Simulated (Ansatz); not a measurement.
What a change of settings does to a run on BAs

The cell is COD entry 9008833, as deposited and not checked against the literature; nothing was relaxed. The listed cell was then made from it by scaling, straining or moving an atom.

First run: DFT, PBE, all-electron PAW with datasets made for the crystal, scalar-relativistic (Ansatz 0.2.0).

Command: `ansatz run input.yaml --threads 1 --pin off --max-ram 3072MiB --backend cpu --events-out ev --progress --plain --runs-dir out` The run took 16 s on 1 thread of Arm Neoverse V2, with other jobs on the host, peak memory 0.53 GiB.

```yaml
crystal:
  lattice:
    - [0.0, 2.43627, 2.3885]
    - [2.43627, 0.0, 2.3885]
    - [2.43627, 2.43627, 0.0]
  atoms:
    - { symbol: B, position: [0.0, 0.0, 0.0] }
    - { symbol: As, position: [0.75, 0.75, 0.75] }
kpoints:
  mp_grid: { grid: [15, 15, 15] }
scf:
  occupations: { method: fermi_dirac, width: 0.03 }
hamiltonian:
  xc: pbe
  pseudopotentials: { kind: all_electron, datasets: crystal }
output:
  forces: true
  stress: true
  eigenvalues: true
  efg: { contact_densities: true }
```

Result: converged; pressure -2.48 GPa; gap on the k mesh 0.94 eV (the mesh can miss the band edges); 7 SCF iterations.

A second input differs as follows:

```diff
@@ -1,7 +1,7 @@
 crystal:
   lattice:
-    - [0.0, 2.43627, 2.3885]
-    - [2.43627, 0.0, 2.3885]
-    - [2.43627, 2.43627, 0.0]
+    - [0.0, 1.705389, 1.67195]
+    - [1.705389, 0.0, 1.67195]
+    - [1.705389, 1.705389, 0.0]
   atoms:
     - { symbol: B, position: [0.0, 0.0, 0.0] }
@@ -11,4 +11,5 @@
 scf:
   occupations: { method: fermi_dirac, width: 0.03 }
+  max_iter: 100
 hamiltonian:
   xc: pbe
```

Task: What is wrong with it, and what does the program do?

Result: The fault is a lattice far too small. The run converged; pressure 1047.2 GPa; no gap on the k mesh; 7 SCF iterations. The numbers describe a strongly squeezed or stretched cell, not the crystal at ambient pressure. The log ends:
```
            electrostatic potential = -4541.589399 V   contact ρ = 235558.495514 e/Å³
--- Band table (eV; the first three rows and the last of 288) ---
  k-point 0: bands = ["-1.2879", "-1.2879", "-1.2602", "-0.7687", "-0.7400", "9.5591", "38.8463", "38.8463", "39.0359", "45.8310", "45.8705"]
  k-point 1: bands = ["-1.2800", "-1.2759", "-1.2509", "-0.7695", "-0.7420", "9.7161", "37.6545", "38.5230", "38.6807", "46.2601", "46.3033"]
  k-point 2: bands = ["-1.2609", "-1.2443", "-1.2235", "-0.7693", "-0.7455", "10.1877", "34.9387", "37.7770", "37.9901", "47.1781", "47.1833"]
  k-point 287: bands = ["-1.3419", "-1.1643", "-0.7333", "-0.7299", "-0.5762", "21.3456", "22.5761", "27.8728", "28.6730", "39.1549", "40.4898"]
```
